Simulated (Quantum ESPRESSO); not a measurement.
## MoS2 in Quantum ESPRESSO: the effect of Hubbard term

The system is MoS2.

```
Mo S
1.0
     3.14799   -1.92978    0.00000
     3.14799    1.92978    0.00000
    -0.00310    0.00000    4.43933
Mo S
1 2
Direct
  0.00000 0.00000 0.00000
  0.68790 0.68790 0.28890
  0.31210 0.31210 0.71110
```

The cell comes from a database or a generator and needn't be the stable form of this composition.

Alike in all runs:

| Quantity | Value |
| --- | --- |
| Program | Quantum ESPRESSO 7.5 |
| Task | single point |
| Functional | LDA |
| Potentials or basis | GBRV 1.5 LDA |
| Cutoff | 612 eV |
| Density cutoff | 4898 eV |
| k mesh | 6 × 6 × 4 |
| Occupations | gaussian, width 0.05 eV |
| Spin | collinear spin, ferromagnetic start |
| Starting moments | [2.0, 0.0, 0.0] μB |
| Hubbard projectors | atomic |
| Double | 1 |
| Start of the occupations | atomic |
| Moments locked | none |
| Magnetic state asked for | free |
| Form of the LDA correlation | PZ81 |

```csv
Hubbard term,pressure (GPa),moment (μB),largest force (eV/Å)
Mo d U = 1 eV,?,?,?
Mo d U = 2 eV,-5.0,2.02,1.54
Mo d U = 3 eV,-3.7,2.10,1.45
Mo d U = 4 eV,-2.4,2.18,1.40
Mo d U = 5 eV,-0.9,2.27,1.37
Mo d U = 6 eV,0.5,2.35,1.34
Mo d U = 8 eV,3.1,2.46,1.32
```

Question: What does the run with Hubbard term Mo d U = 1 eV give?

Answer: Pressure -8.1 GPa; moment 1.57 μB; largest force 1.57 eV/Å.

Worked out: A straight line through the other rows of the pressure, of slope 1.36 GPa per eV, extrapolates to -6.4 GPa, against the run's -8.1. The fit is too stiff a form for this range. A parabola through the other rows of the moment, of slope 0.101 μB per eV there, extrapolates to 1.92 μB, against the run's 1.57. The fit is too stiff a form for this range. A parabola through the other rows of the largest force, of slope -0.092 eV/Å per eV there, extrapolates to 1.62 eV/Å, against the run's 1.57. The fit is too stiff a form for this range.

Caveats: forces of over 1 eV/Å show positions far from the minimum, so gaps and moduli don't describe the material at rest.
